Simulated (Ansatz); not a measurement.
## Field gradients of Si from run to run

Cell of run 1: a COD entry whose atoms were relaxed with PBE, the cell held.

Space group Ia-3 (No. 206); a = 6.6360 Å.

| site | Wyckoff | site symmetry | x | y | z |
| --- | --- | --- | --- | --- | --- |
| Si | 16c | .3. | 0.1017 | 0.1017 | 0.1017 |

One atom of each set is listed; the run and its k-mesh use a cell of 8 atoms with edges of 5.75, 5.75, 5.75 Å.

All runs are DFT with Ansatz 0.2.0 (plane waves and PAW, scalar-relativistic unless spin–orbit coupling is named, Γ-centred meshes, Fermi–Dirac smearing where given) in this cell.

Run 1: PBE, atoms relaxed; 420 eV, 10×10×10 k-points, smearing 0.05 eV.
Run 2: r2SCAN, at the relaxed atoms; 500 eV, 10×10×10 k-points, smearing 0.05 eV.
Run 3: LDA, at the relaxed atoms; 420 eV, 10×10×10 k-points, smearing 0.05 eV.
Run 4: PBEsol, at the relaxed atoms; 420 eV, 10×10×10 k-points, smearing 0.05 eV.

```csv
run,Si V_zz (η)
1,-1.06 (0.00)
2,-1.12 (0.00)
3,?
4,-1.00 (0.00)
```

V_zz in 10²¹ V/m².

**Question.** Estimate the row of run 3.

**Answer.** Si: -1.08 (0.00). It lies nearest to run 1, from whose tensors on these sites it differs by 0.02 at most (largest principal value of the difference).

Semilocal functionals make gaps too small and can close them, so the real compound need not be a metal. In runs 1, 2, 3, 4 there is no gap above 0.1 eV, so the gradients can move by 10 % or more with the k-mesh.
